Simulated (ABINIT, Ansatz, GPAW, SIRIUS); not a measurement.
## Hf: 4 runs at one level of theory

```xyz
1
Lattice="-1.8050 1.8050 1.8050 1.8050 -1.8050 1.8050 1.8050 1.8050 -1.8050" Properties=species:S:1:pos:R:3 pbc="T T T"
Hf    0.0000    0.0000    0.0000
```

This isn't the form of Hf at room conditions, which is hcp.

Alike in all runs: task single point; functional PBEsol; k mesh 10 × 10 × 10; occupations fermi-dirac, width 0.05 eV; no spin polarisation; no spin-orbit coupling. Pressure is positive in compression and, in plane waves, holds the error of the finite cutoff.

```csv
program and potentials,plane-wave cutoff (eV),notes,band gap (eV),pressure (GPa)
"GPAW, PAW data sets generated for this functional",600,-,no gap,-8.66
"ABINIT, PseudoDojo NC SR PBEsol v0.4.1 standard",789,-,no gap,-8.71
"SIRIUS, PseudoDojo 0.4.1 PBEsol standard (scalar relativistic)",807,-,?,?
"Ansatz, all-electron LAPW, scalar-relativistic",-,-,no gap,-9.00
```

Question: Estimate from the other rows what the run with SIRIUS, PseudoDojo 0.4.1 PBEsol standard (scalar relativistic) gave.

Answer: No band gap; pressure -8.72 GPa. The other rows, which needn't bracket it: pressure -9.00 to -8.66.
